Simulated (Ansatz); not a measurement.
Geometry optimisation in Ansatz: input, command and trajectory.

```yaml
crystal:
  lattice:
    - [5.8891690554, 0.0, 0.0]
    - [0.0, 5.9018068969, 0.0]
    - [0.0, 0.0, 3.1208801121]
  atoms:
    - { symbol: In, position: [0.0, 0.0, 0.0076115234] }
    - { symbol: In, position: [0.5, 0.5, 0.9923884766] }
    - { symbol: Sb, position: [0.0, 0.5, 0.2170398262] }
    - { symbol: Sb, position: [0.5, 0.0, 0.7829601738] }
basis:
  ecutwfc: 500
kpoints:
  mp_grid: { grid: [8, 8, 14] }
hamiltonian:
  xc: r2scan
scf:
  occupations: { method: gaussian, width: 0.1 }
output:
  forces: true
  stress: true
  eigenvalues: true
relax:
  adjacent_minimum: "off"
  f_tol: 0.01
  max_steps: 30
  cell: { stress_tol: 0.1, fix: [volume] }
```

```bash
ansatz run input.yaml --threads 1 --pin off --max-ram 2560MiB --backend cpu --events-out ev --progress --plain --runs-dir out
```

Method: Ansatz 0.2.0, DFT r2SCAN, scalar-relativistic, plane waves, PAW.

The volume is held at 0.97 times that of the relaxed cell.

Of 5 frames 4 are shown, positions in Å and forces in eV/Å; the SCF threshold varies from step to step. Steps run on the plane waves of an earlier cell, with a Pulay correction in the pressure. The basis is chosen afresh for the last frame, the zero of the energies, and at times for earlier ones too; energy and pressure step there, also at an unchanged geometry.

```xyz
4
Lattice="5.8892 0.0000 0.0000 0.0000 5.9018 0.0000 0.0000 0.0000 3.1209" Properties=species:S:1:pos:R:3:forces:R:3 pbc="T T T" step=1 free_energy_over_end_meV_per_atom=0.39 pressure_GPa=1.72
In    0.0000    0.0000    0.0238    0.0000    0.0000   -0.0019
In    2.9446    2.9509    3.0971    0.0000    0.0000    0.0019
Sb    0.0000    2.9509    0.6774    0.0000    0.0000    0.0308
Sb    2.9446    0.0000    2.4435    0.0000    0.0000   -0.0308
4
Lattice="5.8856 0.0000 0.0000 0.0000 5.8994 0.0000 0.0000 0.0000 3.1240" Properties=species:S:1:pos:R:3:forces:R:3 pbc="T T T" step=2 free_energy_over_end_meV_per_atom=0.18 pressure_GPa=1.61
In    0.0000    0.0000    0.0208    0.0000    0.0000   -0.0004
In    2.9428    2.9497    3.1032    0.0000    0.0000    0.0004
Sb    0.0000    2.9497    0.7097    0.0000    0.0000   -0.0084
Sb    2.9428    0.0000    2.4143    0.0000    0.0000    0.0084
4
Lattice="5.8801 0.0000 0.0000 0.0000 5.8933 0.0000 0.0000 0.0000 3.1302" Properties=species:S:1:pos:R:3:forces:R:3 pbc="T T T" step=3 free_energy_over_end_meV_per_atom=0.09 pressure_GPa=1.60
In    0.0000    0.0000    0.0204    0.0000    0.0000   -0.0003
In    2.9401    2.9467    3.1098    0.0000    0.0000    0.0003
Sb    0.0000    2.9467    0.7120    0.0000    0.0000   -0.0021
Sb    2.9401    0.0000    2.4182    0.0000    0.0000    0.0021
4
Lattice="5.8664 0.0000 0.0000 0.0000 5.8764 0.0000 0.0000 0.0000 3.1466" Properties=species:S:1:pos:R:3:forces:R:3 pbc="T T T" step=5 free_energy_over_end_meV_per_atom=0.00 pressure_GPa=1.55
In    0.0000    0.0000    0.0180    0.0000    0.0000   -0.0006
In    2.9332    2.9382    3.1286    0.0000    0.0000    0.0006
Sb    0.0000    2.9382    0.7274    0.0000    0.0000    0.0014
Sb    2.9332    0.0000    2.4192    0.0000    0.0000   -0.0014
```

Time: 120 s on 1 thread of AMD EPYC 9R45 96-Core Processor (Zen 5), on a shared host, peak memory 1.1 GiB.